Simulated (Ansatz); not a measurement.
# BiTe: the cost of one run

Computed with Ansatz 0.2.0 (DFT PBEsol, scalar-relativistic, plane waves, PAW, unless a step's input says otherwise).

2 further runs of the same task are left out: 2 set aside as unsound or not needed. Runs told in other sessions of the task aren't counted.

## Step 1: The starting structure

Symmetry: Fm-3m, No. 225, cubic system. The conventional cell has a = 6.394 Å, b = 6.394 Å, c = 6.394 Å, α = 90.00°, β = 90.00°, γ = 90.00°. Around Bi (site symmetry m-3m) lie 6 Te at 3.20 Å. Around Te (site symmetry m-3m) lie 6 Bi at 3.20 Å.

Structure file:

```cif
data_structure
_symmetry_space_group_name_H-M 'Fm-3m'
_symmetry_Int_Tables_number 225
_cell_length_a 6.3943
_cell_length_b 6.3943
_cell_length_c 6.3943
_cell_angle_alpha 90.000
_cell_angle_beta 90.000
_cell_angle_gamma 90.000
_cell_volume 261.45
loop_
_atom_site_label
_atom_site_type_symbol
_atom_site_symmetry_multiplicity
_atom_site_Wyckoff_symbol
_atom_site_fract_x
_atom_site_fract_y
_atom_site_fract_z
_atom_site_occupancy
Bi1 Bi 4 a 0.00000 0.00000 0.00000 1
Te1 Te 4 b 0.50000 0.00000 0.00000 1
```

This cell was relaxed beforehand with the same method: volume 32.68 Å³/atom, gap on the mesh none (metal).

## Step 2: The reference cell

The reference gives a free energy of -19143.6778 eV, pressure 0.05 GPa, largest force 0.000 eV/Å and gap on the mesh none (metal). It was computed beforehand with the settings of the runs below.

## Step 3: Next: a strain scan

The cell is strained by ε times the Voigt pattern (1, -1, 0, 0, 0, 0) (xx, yy, zz, yz, xz, xy; engineering shear), with fractional coordinates fixed (clamped ions). The stress on the pattern is the sum of the stress components weighted by it, tension positive.

## Step 4: ε = -0.1500

File input.yaml:

```yaml
crystal:
  lattice:
    - [0.0, 3.6767269076, 3.1971538327]
    - [2.7175807578, 0.0, 3.1971538327]
    - [2.7175807578, 3.6767269076, 0.0]
  atoms:
    - { symbol: Bi, position: [0.0, 0.0, 0.0] }
    - { symbol: Te, position: [0.5, 0.5, 0.5] }
basis:
  ecutwfc: 420
kpoints:
  mp_grid: { grid: [16, 16, 16] }
hamiltonian:
  xc: pbesol
scf:
  occupations: { method: gaussian, width: 0.15 }
output:
  forces: true
  stress: true
  eigenvalues: true
  write_density: true
  write_potential: true
  elf: true
  volumetric_format: npy
```

On the command line:

```bash
ansatz run input.yaml --threads 1 --pin off --max-ram 2560MiB --backend cpu --events-out ev --progress --plain --runs-dir out
```

Q: Estimate wall time and peak memory on 1 thread of Arm Neoverse V1, shared host.

About 56 s, with a peak of 0.81 GiB.
